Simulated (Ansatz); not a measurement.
KCl:

```
K Cl
1.0
     3.83920    0.00000    0.00000
     0.00000    3.83920    0.00000
     0.00000    0.00000    3.83920
K Cl
1 1
Direct
  0.00000 0.00000 0.00000
  0.50000 0.50000 0.50000
```

Measurements of this composition are mostly on another form, of space group No. 225.

Base run:

| Item | Value |
| --- | --- |
| Program | Ansatz 0.2.0 |
| Functional | HSE06 form with a typed share of exact exchange |
| Potentials or basis | Ansatz PAW |
| Cutoff | 420 eV (not typed: the program's choice for these potentials) |
| k mesh | 4 × 4 × 4 |
| Occupations | fermi-dirac, width 0.05 eV |
| Spin | no spin polarisation |

Its results: band gap on the k mesh 5.33 eV, indirect (least direct gap 5.54 eV); pressure -0.2 GPa.

Q: After a change of settings the same cell gave: band gap on the k mesh 5.06 eV, indirect (least direct gap 5.27 eV); pressure -0.1 GPa. Which change was it?
A. share of exact exchange from 0.1 to 0.3
B. share of exact exchange from 0.1 to 0.15
C. share of exact exchange from 0.1 to 0.05
D. share of exact exchange from 0.1 to 0.25

A: C.

Caveats: the PAW data sets come from PBE, with cores solved anew for the run's functional, which leaves a small shift of forces and pressure; the thresholds are loose for stress.
